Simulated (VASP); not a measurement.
# Sc: equation of state with PBE

The system is Sc.

```
Sc
1.0
     5.42268    0.00000    0.00000
     0.00000    5.42268    0.00000
     0.00000    0.00000    3.43521
Sc
4
Direct
  0.00000 0.50000 0.46734
  0.50000 0.00000 0.53266
  0.00000 0.00000 0.00000
  0.50000 0.50000 0.00000
```

This isn't the form of Sc at room conditions, which is hcp.

| Property | Result |
| --- | --- |
| Program | VASP 6.6.1 |
| Task | equation of state |
| Functional | PBE |
| Potentials or basis | VASP PAW PBE potentials, release 64 (Sc_sv) |
| Cutoff | 520 eV |
| k mesh | 5 × 5 × 8 |
| Occupations | fermi-dirac, width 0.05 eV |
| Spin | no spin polarisation |
| Further INCAR settings | ALGO = Normal; EDIFF = 1e-07; NBANDS = 30 |

* Equilibrium volume: 24.84 Å³/atom
* Bulk modulus at fixed shape and positions: 52 GPa
* Pressure derivative of the bulk modulus: 3.2

Energy against volume, from the lowest point:
```
volume (Å³/atom)  energy (meV/atom)
          23.738               8.38
          24.243               2.35
          24.748               0.00
          25.253               1.02
          25.758               5.15
          26.264              12.11
          26.769              21.70
```

All runs of the series together: 7.5 min on 1 thread of AMD EPYC 9R45 (Zen 5), with other jobs on the host.

Caveat: the cell was scaled at fixed shape and fractional positions, which overstates the stiffness of a crystal with free parameters, most of all of layers and chains.
